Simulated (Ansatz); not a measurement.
# Convergence of Bi2Te3 with the plane-wave cutoff

Computed with DFT PBE, scalar-relativistic, plane waves, PAW in Ansatz.

```
Bi Te
1.0
     2.30864    1.14936    9.73695
    -2.14942    1.18563    9.69694
     0.11102   -2.67154    9.76009
Bi Te
2 3
Direct
  0.82893 0.79942 0.80869
  0.40532 0.39781 0.40826
  0.59643 0.62775 0.61425
  0.19034 0.20578 0.20606
  0.97269 0.01656 0.00939
```

```json
{
 "Γ-centred k-mesh": "8×8×8",
 "occupation rule": "Gaussian smearing, 0.1 eV",
 "spin treatment": "unpolarised",
 "valence charge of the PAW sets": "Bi 15, Te 16"
}
```

The atoms stay fixed while the plane-wave cutoff is varied. ΔE is the energy extrapolated to zero smearing, less that of the reference run (600 eV). The cell was strained and its atoms displaced at random, so that forces don't vanish. Spin–orbit coupling is left out. Pressure is positive in compression and holds a correction for the finite cutoff (Pulay stress).

Times are rough; the reference took 3.5 min on 1 thread of Intel(R) Xeon(R) Processor @ 2.70GHz, on a shared host, peak memory 2.1 GiB.

| cutoff (eV) | ΔE (meV/atom) | P (GPa) | largest change of a force component (eV/Å) | plane waves at Γ | wall time (s) |
| --- | --- | --- | --- | --- | --- |
| 200 | 8126 | 2.87 | 0.435 | 1065 | 54 |
| 250 | 928 | 2.48 | 0.093 | 1491 | 77 |
| 300 | 72.7 | 2.55 | 0.009 | 1967 | 100 |
| 350 | 4.11 | 2.53 | 0.001 | 2471 | 100 |
| 420 | 1.22 | 2.53 | 0.001 | 3273 | 140 |
| 600 | 0.00 | 2.53 | 0.000 | 5545 | 210 |

This form isn't the usual stable structure of the compound.